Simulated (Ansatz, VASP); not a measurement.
## CuAu: VASP beside Ansatz

```
Cu Au
1.0
     2.66000    0.00000    0.00000
     0.00000    2.66000    0.00000
     0.00000    0.00000    3.85350
Cu Au
1 1
Direct
  0.50000 0.50000 0.50000
  0.00000 0.00000 0.00000
```

Change from the starting cell: strain -0.050 along x and y, +0.050 along z, atoms carried along.

Alike in both runs: task single point; functional LDA; k mesh 18 × 18 × 14; occupations gaussian, width 0.15 eV; no spin polarisation.

|  | VASP | Ansatz |
| --- | --- | --- |
| version | VASP 6.6.1 | Ansatz 0.2.0 |
| potentials or method | VASP PAW LDA potentials, release 64 (Cu, Au) | scalar-relativistic, plane waves, PAW |
| plane-wave cutoff (eV) | 520 | 420 |
| valence electrons in the cell | 22 | 38 |

```tsv
	VASP	Ansatz	Ansatz less VASP
gap on the k mesh at the Fermi level (eV)	none	none	-
pressure (GPa)	4.7	3.9	-0.82
largest component of the traceless stress (GPa)	6.57	6.57	-0.007
```

A gap of «none» marks a metal or a gap that the smearing closes. The two sets of potentials don't hold the same shells in valence.

The runs have no spin-orbit coupling, so splittings on Au are missing.
